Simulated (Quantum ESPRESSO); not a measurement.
Runs of Quantum ESPRESSO 7.5 on P. Symmetry: R-3m, No. 166, trigonal system. Conventional cell: a = 3.451 Å, b = 3.451 Å, c = 9.389 Å, α = 90.00°, β = 90.00°, γ = 120.00°. Around P (site symmetry 3m) lie 3 P at 2.29 Å. This isn't the form of P at room conditions, which is orthorhombic.

```tsv
task	level	potentials or basis	cell	k mesh	cutoff (eV)	SCF threshold	symmetry	form of the LDA correlation	gap on the mesh (eV)	pressure (GPa)	V0 of scaled cells (Å³/atom)	B0 (GPa)	largest force (eV/Å)
single point	PBEsol	GBRV 1.5 PBEsol	atoms moved at random, drawn with an rms of 0.05 Å	9 × 9 × 9	612	4e-10 Ry	-	-	none	-3.4	-	-	0.17
equation of state	PBEsol	GBRV 1.5 PBEsol	as given	9 × 9 × 9	612	4e-10 Ry	-	-	-	-	15.83	94	-
single point	PBEsol	GBRV 1.5 PBEsol	as given	9 × 9 × 9	612	4e-10 Ry	-	-	none	-1.8	-	-	0.27
band structure	r2SCAN	SG15 PBE 1.2	as given	7 × 7 × 7	599	1e-08 Ry	off	-	none	1.3	-	-	0.07
equation of state	LDA	GBRV 1.5 LDA	as given	9 × 9 × 9	612	4e-10 Ry	-	PZ81	-	-	15.62	95	-
band structure	PBEsol	GBRV 1.5 PBEsol	as given	9 × 9 × 9	612	4e-10 Ry	-	-	none	-1.8	-	-	0.27
equation of state	r2SCAN	SG15 PBE 1.2	as given	7 × 7 × 7	599	1e-08 Ry	off	-	-	-	(b)	86	-
band structure	LDA	GBRV 1.5 LDA	as given	9 × 9 × 9	612	4e-10 Ry	-	PZ81	none	(a)	-	-	(c)
```

Alike in all rows: no spin polarisation; smearing fermi-dirac 0.05 eV.

Problem. Fill in the values left out.

Solution. (a) -2.9; (b) 16.44; (c) 0.20.

Caveats: the cell was scaled at fixed shape and fractional positions, which overstates the stiffness of a crystal with free parameters, most of all of layers and chains (some runs); the potentials were made for another functional, which shifts forces and pressure (some runs).

A gap of «none» marks a metal or a gap under the smearing width.
